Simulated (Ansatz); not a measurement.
# Fe2O3: the cost of one run

Program: Ansatz 0.2.0. Level of theory: DFT PBE+D3(BJ), scalar-relativistic, plane waves, PAW. These are calculated values, not measurements.

## Step 1: The starting structure

The structure is trigonal, space group P-3m1 (No. 164). The conventional cell has a = 3.681 Å, b = 3.681 Å, c = 8.912 Å, α = 90.00°, β = 90.00°, γ = 120.00°. Fe (site symmetry 3m) is surrounded by 6 O at 2.61 Å. O (site symmetry -3m) is surrounded by 6 Fe at 2.61 Å. O (site symmetry 3m) is surrounded by 3 Fe at 2.61 Å.

Structure file:

```xyz
5
Lattice="3.6809 0.0000 0.0000 -1.8405 3.1878 0.0000 0.0000 0.0000 8.9122" Properties=species:S:1:pos:R:3 pbc="T T T"
Fe    1.8405    1.0626    1.5162
Fe    0.0000    2.1252    7.3960
O     0.0000    0.0000    0.0000
O     0.0000    2.1252    3.0323
O     1.8405    1.0626    5.8798
```

The cell is invented: close-packed anion layers stacked ABC|A, with sites between them filled layer by layer (P-3m1, No. 164). The dimensions are guesses.

## Step 2: A first look at the guess

Input file input.yaml:

```yaml
crystal:
  lattice:
    - [3.68091358, 0.0, 0.0]
    - [-1.84045679, 3.18776467, 0.0]
    - [0.0, 0.0, 8.91216071]
  atoms:
    - { symbol: Fe, position: [0.66666667, 0.33333333, 0.17012247], spin: 4.0 }
    - { symbol: Fe, position: [0.33333333, 0.66666667, 0.82987753], spin: -4.0 }
    - { symbol: O, position: [0.0, 0.0, 0.0] }
    - { symbol: O, position: [0.33333333, 0.66666667, 0.34024493] }
    - { symbol: O, position: [0.66666667, 0.33333333, 0.65975507] }
basis:
  ecutwfc: 420
kpoints:
  mp_grid: { grid: [6, 6, 2] }
hamiltonian:
  xc: pbe
  dispersion: d3bj
scf:
  occupations: { method: gaussian, width: 0.1 }
  lower_state_search: "off"
output:
  forces: true
  stress: true
  eigenvalues: true
  populations: true
magnetization:
  spin_polarized: true
```

Launch:

```
ansatz run input.yaml --threads 1 --pin off --max-ram 2560MiB --backend cpu --events-out ev --progress --plain --runs-dir out
```

What time and memory should one allow on 1 thread of Intel Xeon at 2.50GHz (Skylake/Cascade Lake), shared host?

About 39 s, with a peak of 0.4 GiB.
